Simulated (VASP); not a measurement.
# SrO (I4/mmm) in VASP: further runs, part 2 of 2

VASP 6.6.1. Earlier steps stand in the parts before.

## (3) Single point, PBEsol

This run uses another cell than the first one, of the same volume but with other edges.

INCAR reads:

```
ALGO = Fast
EDIFF = 1E-6
ENCUT = 520
GGA = PS
ISIF = 2
ISMEAR = 0
LASPH = T
LCHARG = F
LREAL = F
LWAVE = F
NBANDS = 15
NELM = 80
PREC = Accurate
SIGMA = 0.05
```

KPOINTS reads:

```
k-points
0
Gamma
  8 8 8
```

POSCAR reads:

```
SrO
1.0
    0.0000000000      2.8846481840      2.0394462661
    2.8846481840      0.0000000000      2.0394462661
    2.8846481840      2.8846481840      0.0000000000
Sr O
1 1
Direct
    0.0000000000      0.0000000000      0.0000000000
    0.5000000000      0.5000000000      0.5000000000
```

Potentials or basis: VASP PAW PBE potentials, release 64 (Sr_sv, O).

The run is started by

```console
$ cat potpaw_PBE.64/Sr_sv/POTCAR potpaw_PBE.64/O/POTCAR > POTCAR
$ mpirun -np 1 vasp_std > vasp.out
```

Run time: 57 s. Hardware: 1 thread of Intel Xeon Platinum 8488C (Sapphire Rapids), shared host; peak memory 0.17 GiB.

Results (log left out):

```yaml
Free_energy: -10.5039 eV
Pressure: 34.4 GPa
Band_gap_on_the_k_mesh: none (metal or under the smearing width)
```

Stress tensor (GPa, compression positive):
```
 -4.99   0.00   0.00
  0.00  -4.99   0.00
  0.00   0.00 113.12
```

Levels at points of the mesh, in eV from the Fermi level:
| k point | band 5 | band 6 | band 7 | band 8 | band 9 | band 10 | band 11 | band 12 |
| --- | --- | --- | --- | --- | --- | --- | --- | --- |
| (0.00, 0.00, 0.00) | -15.95 | -2.98 | -2.98 | -0.29 | -0.12 | 3.76 | 3.76 | 3.77 |
| (0.50, 0.00, 0.00) | -12.47 | -4.84 | -4.23 | -4.20 | 3.78 | 5.20 | 6.36 | 7.14 |
| (0.50, 0.50, 0.00) | -16.72 | -2.98 | -2.98 | -0.06 | -0.03 | 6.91 | 8.32 | 8.32 |
| (0.50, 0.00, 0.50) | -15.96 | -3.35 | -3.08 | -0.05 | 1.95 | 3.63 | 6.21 | 6.98 |

Caveat: a pressure of tens of GPa on the cell as given is suspect, and the run, the potentials or the cell itself is likely at fault; the PAW data sets were made with another functional, which shifts forces and pressure a little.

## (4) Single point, PBEsol

This run uses another cell than the first one, of the same volume but with other edges.

INCAR reads:

```
SYSTEM = SrO
PREC = Accurate
ENCUT = 520
EDIFF = 1E-6
ISMEAR = 0
SIGMA = 0.05
LREAL = .False.
LASPH = .True.
NELM = 80
ALGO = Fast
ISIF = 2
LWAVE = .False.
LCHARG = .True.
GGA = PS
LELF = .True.
LVHAR = .True.
NBANDS = 15
```

KPOINTS reads:

```
Automatic mesh
0
Gamma
  8 8 8
  0 0 0
```

POSCAR reads:

```
SrO
1.0
    0.0000000000      2.2449270783      3.3673906174
    2.2449270783      0.0000000000      3.3673906174
    2.2449270783      2.2449270783      0.0000000000
Sr O
1 1
Direct
    0.0000000000      0.0000000000      0.0000000000
    0.5000000000      0.5000000000      0.5000000000
```

The run is started by

```console
$ cat potpaw_PBE.64/Sr_sv/POTCAR potpaw_PBE.64/O/POTCAR > POTCAR
$ mpirun -np 1 vasp_std > vasp.out
```

It took 55 s on 1 thread of Intel Xeon Platinum 8488C (Sapphire Rapids), shared host; peak memory 0.17 GiB.

Results (log left out):

```yaml
Free_energy: -11.2150 eV
Pressure: 30.4 GPa
Band_gap_on_the_k_mesh: 0.75 eV, indirect (least direct gap 1.16 eV)
```

Stress tensor (GPa, compression positive):
```
48.75  0.00  0.00
 0.00 48.75  0.00
 0.00  0.00 -6.21
```

Levels at points of the mesh, in eV from the valence-band top:
```
           k point  band 5  band 6  band 7  band 8  band 9  band 10  band 11  band 12
(0.00, 0.00, 0.00)  -14.30   -1.55   -0.41   -0.41    0.75     3.68     7.22     7.22
(0.50, 0.00, 0.00)  -12.02   -3.36   -2.78   -2.73    4.88     6.25     8.90     9.04
(0.50, 0.50, 0.00)  -14.37   -2.28   -0.42   -0.42    2.95     6.54     8.42     9.81
(0.50, 0.00, 0.50)  -14.75   -1.73   -0.08    0.00    2.53     6.35     6.80     8.85
```

Caveat: a pressure of tens of GPa on the cell as given is suspect, and the run, the potentials or the cell itself is likely at fault; the PAW data sets were made with another functional, which shifts forces and pressure a little.

## (5) Single point, PBEsol

This run uses another cell than the first one, of the same volume but with other edges.

INCAR reads:

```
ALGO = Normal ; EDIFF = 1E-6
ENCUT = 520 ; GGA = PS
ISIF = 2 ; ISMEAR = 0
LASPH = True ; LCHARG = False
LREAL = False ; LWAVE = False
NBANDS = 15 ; NELM = 60
PREC = Accurate ; SIGMA = 0.05
```

KPOINTS reads:

```
k-points
0
Gamma
  8 8 8
```

POSCAR reads:

```
SrO
1.0
    0.0000000000      2.4182743870      2.9019292644
    2.4182743870      0.0000000000      2.9019292644
    2.4182743870      2.4182743870      0.0000000000
Sr O
1 1
Direct
    0.0000000000      0.0000000000      0.0000000000
    0.5000000000      0.5000000000      0.5000000000
```

Potentials or basis: VASP PAW PBE potentials, release 64 (Sr_sv, O).

The run is started by

```console
$ cat potpaw_PBE.64/Sr_sv/POTCAR potpaw_PBE.64/O/POTCAR > POTCAR
$ mpirun -np 1 vasp_std > vasp.out
```

OUTCAR:

```text
EDIFF = 1E-6
   ENCUT = 520
   GGA = PS
   ISIF = 2
   ISMEAR = 0
   LASPH = True
   LREAL = False
   NELM = 60
   PREC = Accurate

 ion  position               nearest neighbor table
   1  0.000  0.000  0.000-   2 2.42   2 2.42   2 2.42   2 2.42   2 2.90   2 2.90
   2  0.500  0.500  0.500-   1 2.42   1 2.42   1 2.42   1 2.42   1 2.90   1 2.90

  LATTYP: Found a body centered tetragonal cell.
 ALAT       =     3.4199564356
 C/A-ratio  =     1.6970562748

  Lattice vectors:

 A1 = (  -2.4182743870,   0.0000000000,   2.9019292644)
 A2 = (   2.4182743870,   0.0000000000,   2.9019292644)
 A3 = (   0.0000000000,   2.4182743870,  -2.9019292644)

Analysis of symmetry for initial positions (statically):
=====================================================================
 Subroutine PRICEL returns:
 Original cell was already a primitive cell.

 Routine SETGRP: Setting up the symmetry group for a
 body centered tetragonal supercell.

 Subroutine GETGRP returns: Found 16 space group operations
 (whereof 16 operations were pure point group operations)
 out of a pool of 16 trial point group operations.

The static configuration has the point symmetry D_4h.

Analysis of symmetry for dynamics (positions and initial velocities):
[... 168 lines left out ...]
  band No.  band energies     occupation
      1     -30.6090      2.00000
      2     -13.5581      2.00000
      3     -12.4286      2.00000
      4     -12.2189      2.00000
      5     -12.2189      2.00000
      6       1.1934      2.00000
      7       1.7212      2.00000
      8       1.7212      2.00000
      9       4.6346      0.00000
     10       6.8634      0.00000
     11       8.3778      0.00000
     12       8.3778      0.00000
     13       9.8195      0.00000
     14      11.1274      0.00000
[... 401 lines left out ...]
      2     -14.9973      2.00000
      3     -12.5808      2.00000
      4     -12.3055      2.00000
      5     -11.0195      2.00000
      6      -0.2544      2.00000
      7       0.4395      2.00000
      8       0.7726      2.00000
      9       7.1255      0.00000
     10       7.4993      0.00000
     11      10.1648      0.00000
     12      10.5168      0.00000
     13      12.3072      0.00000
     14      13.8128      0.00000
     15      16.7574      0.00000

 [... further k-points ...]
[... 5 lines left out ...]
  --------------------------------------------------------------------------------------
  -------------------------------------------------------------------------------------
  Total        2.8093825      2.8093825     -1.6398900      0.0000000      0.0000000      0.0000000
  in kB      132.6152571    132.6152571    -77.4100451      0.0000000      0.0000000      0.0000000
  external PRESSURE =      62.6068231 kB  Pullay stress =       0.0000000 kB

 VOLUME and BASIS-vectors are now :
 -----------------------------------------------------------------------------
  energy-cutoff  :      520.00
  volume of cell :       33.94
      direct lattice vectors                 reciprocal lattice vectors
     0.000000000  2.418274387  2.901929264    -0.206759002  0.206759002  0.172299169
     2.418274387  0.000000000  2.901929264     0.206759002 -0.206759002  0.172299169
     2.418274387  2.418274387  0.000000000     0.206759002  0.206759002 -0.172299169

 POSITION                                       TOTAL-FORCE (eV/Angst)
 -----------------------------------------------------------------------------------
      0.00000      0.00000      0.00000        -0.000000     -0.000000      0.000000
      2.41827      2.41827      2.90193         0.000000      0.000000      0.000000
 -----------------------------------------------------------------------------------
    total drift:                                0.000000      0.000000      0.000000

  FREE ENERGIE OF THE ION-ELECTRON SYSTEM (eV)
  ---------------------------------------------------
  free  energy   TOTEN  =       -12.3626024429 eV

  energy  without entropy=      -12.3626024429  energy(sigma->0) =      -12.36260244
```

stdout:

```text
POSCAR found type information on POSCAR SrO
 POSCAR found :  2 types and       2 ions
 scaLAPACK will be used
 -----------------------------------------------------------------------------
|                                                                             |
|                                                                             |
|     You enforced a specific xc type in the INCAR file but a different       |
|     I HOPE YOU KNOW WHAT YOU ARE DOING!                                     |
|                                                                             |
 -----------------------------------------------------------------------------

 LDA part: xc-table for (Slater+PW92), standard interpolation
 POSCAR, INCAR and KPOINTS ok, starting setup
 FFT: planning ... GRIDC
 FFT: planning ... GRID_SOFT
 FFT: planning ... GRID
 WAVECAR not read
 entering main loop
```

Run time: 40 s. Hardware: 1 thread of Intel Xeon Platinum 8488C (Sapphire Rapids), shared host; peak memory 0.17 GiB.

What came out:

```
Free energy            : -12.3626 eV
Pressure               : 6.3 GPa
Band gap on the k mesh : 2.88 eV, indirect (least direct gap 2.88 eV)
```

Levels at points of the mesh, in eV from the valence-band top:
```csv
k point,band 6,band 7,band 8,band 9,band 10,band 11
"(0.00, 0.00, 0.00)",-0.57,-0.04,-0.04,2.88,5.10,6.62
"(0.50, 0.00, 0.00)",-2.51,-1.56,-1.55,6.10,7.77,8.77
"(0.50, 0.50, 0.00)",-1.25,-0.08,-0.08,3.33,7.87,9.17
"(0.50, 0.00, 0.50)",-0.72,-0.22,0.00,2.88,7.24,9.47
```

Caveat: the PAW data sets were made with another functional, which shifts forces and pressure a little. A k mesh can miss the band edges.
